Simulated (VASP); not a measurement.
A run of VASP 6.6.1:

File INCAR:

```
PREC = Accurate ; ENCUT = 600
EDIFF = 1E-6 ; ISMEAR = 0
SIGMA = 0.03 ; LREAL = False
LASPH = True ; NELM = 80
ALGO = Normal ; ISIF = 3
LWAVE = False ; LCHARG = False
GGA = PS ; IBRION = 2
NSW = 90 ; EDIFFG = -0.01
```

Contents of KPOINTS:

```
Automatic mesh
0
Gamma
  10 10 10
```

The input POSCAR:

```
ZnS
1.0
    0.0000000000      2.7020000000      2.7020000000
    2.7020000000      0.0000000000      2.7020000000
    2.7020000000      2.7020000000      0.0000000000
Zn S
1 1
Direct
    0.2500000000      0.2500000000      0.2500000000
    0.0000000000      0.0000000000      0.0000000000
```

Potentials or basis: VASP PAW PBE potentials, release 64 (Zn, S).

Run with:

```console
$ cat potpaw_PBE.64/Zn/POTCAR potpaw_PBE.64/S/POTCAR > POTCAR
$ mpirun -np 1 vasp_std > vasp.out
```

Hardware: 1 thread of Intel(R) Xeon(R) 6975P-C (Granite Rapids), on a shared host.

Task: How long does it take, and how much memory?

Result: Wall time 22 s on 1 thread of Intel(R) Xeon(R) 6975P-C (Granite Rapids) (shared host), peak memory 0.2 GiB. Counts: scf iterations 27, k points 47, ion steps 3.
